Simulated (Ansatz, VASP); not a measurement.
**One calculation of TaSi2, two programs**

```
Ta Si
1.0
     4.64809    0.00000    0.00000
    -2.32405    4.02537    0.00000
     0.00000    0.00000    6.44395
Ta Si
3 6
Direct
  0.50000 0.00000 0.00000
  0.50000 0.50000 0.66667
  0.00000 0.50000 0.33333
  0.15920 0.31840 0.00000
  0.84080 0.15920 0.66667
  0.68160 0.84080 0.33333
  0.84080 0.68160 0.00000
  0.15920 0.84080 0.66667
  0.31840 0.15920 0.33333
```

Alike in both runs: functional PBE; k mesh 9 × 9 × 6; occupations gaussian, width 0.1 eV; no spin polarisation.

Ansatz relaxed the structure, and its values are those at the end. VASP's run is a single point on that final structure, the one shown.

|  | VASP | Ansatz |
| --- | --- | --- |
| version | VASP 6.6.1 | Ansatz 0.2.0 |
| potentials or method | VASP PAW PBE potentials, release 64 (Ta_pv, Si) | scalar-relativistic, plane waves, PAW |
| plane-wave cutoff (eV) | 520 | 420 |
| valence electrons in the cell | 57 | 63 |

```csv
,VASP,Ansatz,Ansatz less VASP
gap on the k mesh at the Fermi level (eV),none,none,-
pressure (GPa),20.2,20.0,-0.21
```

A gap of «none» marks a metal or a gap that the smearing closes. With one functional, cell and mesh, what is left measures potentials, basis and numerics. The two sets of potentials don't hold the same shells in valence.

Caveats: so large a pressure means that the cell lies far from this level's equilibrium, or that cutoff or potentials fall short (VASP). Spin-orbit coupling is left out, which matters for the levels of Ta.
